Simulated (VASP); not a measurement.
# Os: equation of state with r2SCAN

Crystal: Os.

```
CELL_PARAMETERS angstrom
0.00000 1.94500 1.94500
1.94500 0.00000 1.94500
1.94500 1.94500 0.00000
ATOMIC_POSITIONS crystal
Os 0.00000 0.00000 0.00000
```

This isn't the form of Os at room conditions, which is hcp.

```json
{"Program": "VASP 6.6.1", "Task": "equation of state", "Functional": "r2SCAN", "Potentials or basis": "VASP PAW PBE potentials, release 64 (Os)", "Cutoff": "520 eV", "k mesh": "12 × 12 × 12", "Occupations": "fermi-dirac, width 0.05 eV", "Spin": "no spin polarisation"}
```

* Equilibrium volume: 14.09 Å³/atom
* Bulk modulus: 427 GPa
* Pressure derivative of the bulk modulus: 4.9

Energy against volume, from the lowest point:
| volume (Å³/atom) | energy (meV/atom) |
| --- | --- |
| 13.833 | 6.44 |
| 14.127 | 0.00 |
| 14.422 | 9.72 |
| 14.716 | 33.73 |
| 15.010 | 70.40 |
| 15.305 | 118.22 |
| 15.599 | 175.87 |

All runs of the series together: 3.1 min on 1 thread of Intel(R) Xeon(R) Platinum 8488C (Sapphire Rapids), with other jobs on the host.

Caveat: the PAW data sets were made with another functional, which shifts forces and pressure a little. Spin-orbit coupling is left out, which matters for the levels of Os.
